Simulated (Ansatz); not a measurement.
The system is SnO2.

```
Sn O
1.0
     0.00000    2.57415    2.57415
     2.57415    0.00000    2.57415
     2.57415    2.57415    0.00000
Sn O
1 2
Cartesian
  0.0000 0.0000 0.0000
  3.8612 3.8612 3.8612
  1.2871 1.2871 1.2871
```

Measurements of this composition are mostly on another form, of space group No. 136.

| Item | Value |
| --- | --- |
| Program | Ansatz 0.2.0 |
| Task | single point |
| Functional | PBE |
| Potentials or basis | Ansatz PAW |
| Cutoff | 420 eV (not typed: the program's choice for these potentials) |
| k mesh | 9 × 9 × 9 |
| Occupations | fermi-dirac, width 0.05 eV |
| Spin | no spin polarisation |

On this cell: pressure -0.5 GPa; largest force zero by symmetry; band gap on the k mesh none (metal or under the smearing width).

The same run follows on a disturbed copy (atoms moved at random, drawn with an rms of 0.05 Å):

```
Sn O
1.0
     0.00000    2.57415    2.57415
     2.57415    0.00000    2.57415
     2.57415    2.57415    0.00000
Sn O
1 2
Cartesian
  0.0095 0.0492 -0.0540
  3.8914 3.8781 3.8590
  1.3295 1.2238 1.3118
```

Question: What changes?

Answer: The energy (extrapolated to zero smearing) moves by +24.2 meV/atom; pressure 0.8 GPa; largest force 1.175 eV/Å; band gap on the k mesh none (metal or under the smearing width).

Forces on the atoms (eV/Å):
```
Sn   0.381 -0.609  0.594
O    0.026 -0.341 -0.036
O   -0.408  0.950 -0.559
```

Stress tensor (GPa, compression positive):
```
 0.57 -0.74  1.20
-0.74  1.29 -1.03
 1.20 -1.03  0.56
```
